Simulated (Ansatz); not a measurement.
A distorted cell of GeTe (alpha-GeTe type, space group R3m):

```
CELL_PARAMETERS angstrom
      4.22711     2.44052     7.28006
     -2.11355     1.22026     3.64003
      0.00000    -2.44052     3.64003
ATOMIC_POSITIONS crystal
  Ge 0.11712 0.23425 0.23425
  Ge 0.61712 0.23425 0.23425
  Te 0.33604 0.79085 0.83433
  Te 0.88288 0.76575 0.76575
```

These are PBE (plane waves to 420 eV, PAW, scalar-relativistic; Ansatz, a program for electronic structure) values and carry that method's errors. k mesh 4×8×8 (Γ-centred), Fermi-Dirac smearing 0.05 eV. The energy includes the smearing's −TS. Compression counts positive. As the smearing reaches across the gap at some points, energies and forces of such displacements shift with the k mesh and the smearing. GeTe was relaxed with its symmetry unable to fall. Spin-orbit coupling is left out, though Te is heavy. The PAW data are Ansatz's earlier set.

Problem. Predict the force on every atom, in eV/Å.

Solution. 
| atom | Fx | Fy | Fz |
|---|---|---|---|
| Ge1 | -0.757 | -0.413 | 0.662 |
| Ge2 | 0.002 | -0.064 | -0.114 |
| Te3 | 1.416 | 1.036 | -0.435 |
| Te4 | -0.661 | -0.559 | -0.113 |

Problem. Give the stress tensor in GPa and the pressure.

Solution. 
```
    1.8      1.1     -2.1
    1.1      0.9     -1.3
   -2.1     -1.3      0.9
```
The pressure, a third of the trace, is 1.2 GPa.

Problem. In it atom 3 sits (-0.251, -0.251, 0.000) Å away from its relaxed site. What is its energy relative to the relaxed cell?

Solution. 281 meV/cell.

(A displaced cell: forces are minus the slopes of the energy, force constants its curvatures, and phonons follow from these.)
